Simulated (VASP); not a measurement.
Wanted: an ASE script for a VASP 6.6.1 run.

```yaml
Task: single point
Functional: PBEsol
Potentials_or_basis: VASP PAW PBE potentials, release 64 (Mg_pv)
Cutoff: 520 eV
k_mesh: 10 × 10 × 10
Occupations: gaussian, width 0.05 eV
Spin: no spin polarisation
Further_INCAR_settings: ALGO = Normal; EDIFF = 1.00e-07; NBANDS = 10
```

The structure of Mg lies in Mg.xyz:

```xyz
1
Lattice="0.0000000000 2.2442560000 2.2442560000 2.2442560000 0.0000000000 2.2442560000 2.2442560000 2.2442560000 0.0000000000" Properties=species:S:1:pos:R:3 pbc="T T T"
Mg     0.0000000000      0.0000000000      0.0000000000
```

This isn't the form of Mg at room conditions, which is hcp.

These files were run (other wordings do the same):

run.py

```python
from ase.calculators.vasp import Vasp
from ase.dft.bandgap import bandgap
from ase.io import read

atoms = read('Mg.xyz')
calc = Vasp(
    directory='calc',
    xc='pbesol',
    pp='PBE',
    setups='materialsproject',
    prec='Accurate',
    encut=520,
    ediff=1e-07,
    ismear=0,
    sigma=0.05,
    lreal=False,
    lasph=True,
    nelm=100,
    algo='Normal',
    isif=2,
    lwave=False,
    lcharg=True,
    lelf=True,
    lvhar=True,
    kpts=[10, 10, 10],
    gamma=True,
    nbands=10,
)
atoms.calc = calc

print('energy (eV):', atoms.get_potential_energy())
print('free energy (eV):', atoms.get_potential_energy(force_consistent=True))
print('forces (eV/A):')
print(atoms.get_forces())
print('stress (eV/A^3, Voigt):', atoms.get_stress())
print('Fermi level (eV):', calc.get_fermi_level())
gap, top, bottom = bandgap(calc)
print('band gap (eV):', gap, 'from (spin, k, band)', top, 'to', bottom)
```

Potentials or basis: VASP PAW PBE potentials, release 64 (Mg_pv).

Command:

```bash
$ python run.py
```

Results of the run:

```
Pressure               : 0.0 GPa
Band gap on the k mesh : none (metal or under the smearing width)
```

Caveat: the PAW data sets were made with another functional, which shifts forces and pressure a little.

It took 8 s on 1 thread of AMD EPYC 9R45 (Zen 5), on a shared host, peak memory 0.1 GiB.
